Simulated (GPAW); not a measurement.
# Si (Fd-3m) in GPAW: single point with PBE

Aim: the single point of Si with PBE.

Program: GPAW 26.7.0. These are calculated values, not measurements. Logs are shortened: lines on timing, memory, paths and dates and some standing lists are left out, and cuts for length are marked. The log counts tension as positive stress, the text compression.

**1. The crystal as given**

Symmetry: Fd-3m, No. 227, cubic system. Conventional cell: a = 5.444 Å, b = 5.444 Å, c = 5.444 Å, α = 90.00°, β = 90.00°, γ = 90.00°. Si (site symmetry -43m) has 4 Si at 2.36 Å as nearest neighbours.

**2. Single point, PBE**

The input, run.py:

```python
from ase import Atoms
from ase.dft.bandgap import bandgap
from ase.io import write
from ase.units import GPa
from gpaw import GPAW, PW

atoms = Atoms(['Si', 'Si'],
              cell=[[0.0, 2.7218511865, 2.7218511865],
                    [2.7218511865, 0.0, 2.7218511865],
                    [2.7218511865, 2.7218511865, 0.0]],
              scaled_positions=[[0.5, 0.5, 0.5],
                                [0.75, 0.75, 0.75]],
              pbc=True)

calc = GPAW(mode=PW(450),
            xc='PBE',
            kpts={'size': (7, 7, 7), 'gamma': True},
            occupations={'name': 'fermi-dirac', 'width': 0.05},
            nbands=11,
            maxiter=120,
            txt='gpaw.txt')
atoms.calc = calc
energy = atoms.get_potential_energy()
forces = atoms.get_forces()
stress = atoms.get_stress()
calc.write('gs.gpw')
write('result.traj', atoms)
print(f'Energy: {energy:.6f} eV')
print('Forces (eV/A):')
print(forces.round(4))
print('Stress (GPa):', (stress / GPa).round(3))
print('Fermi level:', round(calc.get_fermi_level(), 4), 'eV')
print(f'Gap: {bandgap(calc)[0]:.4f} eV, direct: {bandgap(calc, direct=True)[0]:.4f} eV')
```

Potentials or basis: GPAW PAW data sets (gpaw-data 1.2.1), pw.

Started as:

```bash
> OMP_NUM_THREADS=1 python run.py
```

gpaw.txt:

```text
__  _  _
 | _ |_)|_||  |
 |__||  | ||/\| - 26.7.0

Input parameters:
  mode=PW(ecut=450.00000000000006),
  kpts=MonkhorstPack(size=(7, 7, 7), gamma=True),
  maxiter=120,
  nbands=11,
  occupations=Occupations(name='fermi-dirac', width=0.05),
  xc=XC(name='PBE')

Diagonalizing LCAO Hamiltonian
Converting LCAO to pw mode

           Si

       Si

Atoms  # Å, Bohr magnetons
|   | symbol |        x |        y |        z |    initial magnetic moments |
|---|--------|----------|----------|----------|-----------------------------|
| 0 |     Si | 2.721851 | 2.721851 | 2.721851 | ( 0.0000,  0.0000,  0.0000) |
| 1 |     Si | 4.082777 | 4.082777 | 4.082777 | ( 0.0000,  0.0000,  0.0000) |

Unit cell  # Å
| periodic |        x |        y |        z |  lengths |    angles |
|----------|----------|----------|----------|----------|-----------|
|      yes | 0.000000 | 2.721851 | 2.721851 | 3.849279 | 60.000000 |
|      yes | 2.721851 | 0.000000 | 2.721851 | 3.849279 | 60.000000 |
|      yes | 2.721851 | 2.721851 | 0.000000 | 3.849279 | 60.000000 |

Number of symmetries: 24
Symmetry operations  # r_c * U_cc + t_c -> r_c
|    | kind |            matrix            |
|----|------|------------------------------|
|  0 |  E   |  1, 0, 0,  0, 1, 0,  0, 0, 1 |
|  1 |  σ   |  1, 0, 0,  0, 0, 1,  0, 1, 0 |
|  2 |  σ   |  1, 0,-1,  0, 1,-1,  0, 0,-1 |
|  3 |  C3  |  1, 0,-1,  0, 0,-1,  0, 1,-1 |
|  4 |  C3  |  1,-1, 0,  0,-1, 1,  0,-1, 0 |
|  5 |  σ   |  1,-1, 0,  0,-1, 0,  0,-1, 1 |
|  6 |  σ   |  0, 1, 0,  1, 0, 0,  0, 0, 1 |
|  7 |  C3  |  0, 1, 0,  0, 0, 1,  1, 0, 0 |
|  8 |  C2  |  0, 1,-1,  1, 0,-1,  0, 0,-1 |
|  9 |  S4  |  0, 1,-1,  0, 0,-1,  1, 0,-1 |
| 10 |  C3  |  0, 0, 1,  1, 0, 0,  0, 1, 0 |
| 11 |  σ   |  0, 0, 1,  0, 1, 0,  1, 0, 0 |
| 12 |  S4  |  0, 0,-1,  1, 0,-1,  0, 1,-1 |
| 13 |  C3  |  0, 0,-1,  0, 1,-1,  1, 0,-1 |
| 14 |  S4  |  0,-1, 1,  1,-1, 0,  0,-1, 0 |
| 15 |  C2  |  0,-1, 1,  0,-1, 0,  1,-1, 0 |
| 16 |  C3  |  0,-1, 0,  1,-1, 0,  0,-1, 1 |
| 17 |  S4  |  0,-1, 0,  0,-1, 1,  1,-1, 0 |
| 18 |  S4  | -1, 1, 0, -1, 0, 1, -1, 0, 0 |
| 19 |  C3  | -1, 1, 0, -1, 0, 0, -1, 0, 1 |
| 20 |  C3  | -1, 0, 1, -1, 1, 0, -1, 0, 0 |
| 21 |  S4  | -1, 0, 1, -1, 0, 0, -1, 1, 0 |
| 22 |  σ   | -1, 0, 0, -1, 1, 0, -1, 0, 1 |
| 23 |  C2  | -1, 0, 0, -1, 0, 1, -1, 1, 0 |

BZ-sampling:
  Number of BZ points: 343
  Number of IBZ points: 20

  Monkhorst-Pack size: [7, 7, 7]
  Monkhorst-Pack shift: [0, 0, 0]

K-points  # in reciprocal-cell coordinates
|     |                                coordinates |     weight |
|-----|--------------------------------------------|------------|
|   0 | (  0.00000000,   0.00000000,   0.00000000) | 0.00291545 |
|   1 | (  0.14285714,   0.14285714,   0.00000000) | 0.01749271 |
|   2 | (  0.14285714,   0.14285714,   0.14285714) | 0.02332362 |
|   3 | (  0.28571429,   0.14285714,   0.14285714) | 0.03498542 |
|   4 | (  0.28571429,   0.28571429,   0.00000000) | 0.01749271 |
|   5 | (  0.28571429,   0.28571429,   0.14285714) | 0.06997085 |
|   6 | (  0.28571429,   0.28571429,   0.28571429) | 0.02332362 |
|   7 | (  0.42857143,  -0.28571429,  -0.28571429) | 0.03498542 |
|   8 | (  0.42857143,   0.28571429,  -0.42857143) | 0.13994169 |
|   9 | (  0.42857143,   0.28571429,  -0.28571429) | 0.06997085 |
| ... |                                            |            |
|  19 | (  0.42857143,   0.42857143,   0.42857143) | 0.02332362 |

Plane wave coefficients: 893
Cutoff: 450.00000000000006 eV

Spin-components: 1 (collinear spins)
Bands:           11
Projectors:      10
Spin-degeneracy: 2
Datatype:        complex128

Parallelization:
  kpt:    1
  domain: 1
  band:   1

Density:
  Valence electrons: 8.0
  Components: 1
  Grid points: [20 20 20]
  Charge: 0.0  # |e|

Potential:
  Grid points: [20 20 20]

species:
  Si:
    name:    Silicon
    Z:       14.0
    valence: 4
    core:    10
    charge:  0.0  # [|e|]
    compensation charges:
      type: gauss
      rc: 0.33  # [Å]
      lmax: 2
    cutoffs:
      filter: 1.86  # [Å]
      core: 2.06  # [Å]
    projectors
    | kind |    occ | energy [eV] | rcut [Å] |
    |------|--------|-------------|----------|
    |   3s |  2.000 |     -10.812 |    1.058 |
    |   3p |  2.000 |      -4.081 |    1.058 |
    |    s |        |      16.399 |    1.058 |
    |    p |        |      23.130 |    1.058 |
    |    d |        |       0.000 |    1.058 |

    Using partial waves for Si as LCAO basis

Reference energy: -15772.688500  # eV

eigensolver:
  PPCG
  Converge bands: occupied
  niter=2

density mixing:
  MSR1-Mixer
  Pratt-step length: 0.05
  Maximum mixing coefficient: 0.75
  Old densities: 10
  SVD Regularization: 0.005
  Good broyden scale: 1.0
  Trust region scale: 1.0
  Backstep threshold: 4.0
  History deletion threshold: 6.0
  Fourier metric: weight=20.0, sigma=0.015

occupation numbers:
  Fermi-Dirac:
    width: 0.0500  # eV

poisson solver:
  ecut: 3600.0000000000005  # eV

xc functional:
  name: PBE with 2 nearest neighbor stencil

convergence criteria:
- Maximum [total energy] change in last 3 cyles: 0.0005 eV / valence electron
- Maximum integral of absolute [dens]ity change: 0.0001 electrons / valence electron
- Maximum integral of absolute [eigenst]ate change: 4e-08 eV^2 / valence electron
maximum number of iterations: 120

SCF iterations
|iter     | |      energy | eigst |  dens |
|---------|-|-------------|-------|-------|
|iter:   1| |  -10.879794 | -0.08 |       |
|iter:   2| |  -10.870547 | -2.53 | -0.81 |
|iter:   3| |  -10.786429 | -2.25 | -0.83 |
|iter:   4| |  -10.786138 | -3.18 | -1.45 |
|iter:   5| |  -10.786262c| -5.06 | -2.34 |
|iter:   6| |  -10.786268c| -6.66 | -3.28 |
|iter:   7| |  -10.786270c| -7.59c| -3.70 |
|iter:   8| |  -10.786270c| -8.29c| -4.87c|

Converged in 8 steps
Energy contributions relative to reference atoms: (reference = -15772.688500)

Energy contributions:
  Kinetic:          14.867962
  Coulomb:         -13.099923
  Zero:             -0.024269
  External:          0.000000
  Xc:              -12.530014
  Entropy:          -0.000050
  Spinorbit:         0.000000
  ----------------------------
  Free energy:     -10.786295
  Extrapolated:    -10.786270

dipole moment: (3.539065, 3.539065, 3.539065)  # |e|*Ang

Fermi level: 5.521
Eigenvalues  # (at kpt = [0.000, 0.000, 0.000])
| band index |      eig [eV] | occ [0-2] |
|------------|---------------|-----------|
|          0 |        -6.670 |     2.000 |
|          1 |         5.247 |     1.992 |
|          2 |         5.247 |     1.992 |
|          3 |         5.247 |     1.992 |
|          4 |         7.802 |     0.000 |
|          5 |         7.802 |     0.000 |
|          6 |         7.802 |     0.000 |
|          7 |         8.526 |     0.000 |
|          8 |        12.960 |     0.000 |
|          9 |        12.960 |     0.000 |
|         10 |        13.202 |     0.000 |

Gap: 0.582 eV
Transition (v -> c):
  (s=0, k=0, n=3, [0.00, 0.00, 0.00]) -> (s=0, k=16, n=4, [0.43, 0.43, 0.00])
Direct/indirect transitions are different
Direct gap: 2.554 eV
Transition at: (s=0, k=0, n=3, [0.00, 0.00, 0.00])

Forces  # eV/Ang
|        x |       y |        z |
|----------|---------|----------|
|  0.00000 | 0.00000 | -0.00000 |  # Si   0
| -0.00000 | 0.00000 | -0.00000 |  # Si   1

Stress tensor  # eV/Ang^3
|         x |         y |         z |
|-----------|-----------|-----------|
| -0.010124 | -0.000000 |  0.000000 |
| -0.000000 | -0.010124 |  0.000000 |
|  0.000000 |  0.000000 | -0.010124 |

# Writing to gs.gpw (mode='')
```

It took 4.2 s on 1 thread of Arm Neoverse V1, shared host; peak memory 0.12 GiB.

What came out:

| Item | Value |
| --- | --- |
| Free energy | -10.7863 eV |
| Pressure | 1.6 GPa |
| Band gap on the k mesh | 0.58 eV, indirect (least direct gap 2.55 eV) |

Caveat: the cutoff is short for stress and forces, so pressures can be off by a GPa or more; an odd mesh through Γ misses points on the zone boundary, where band edges often lie.
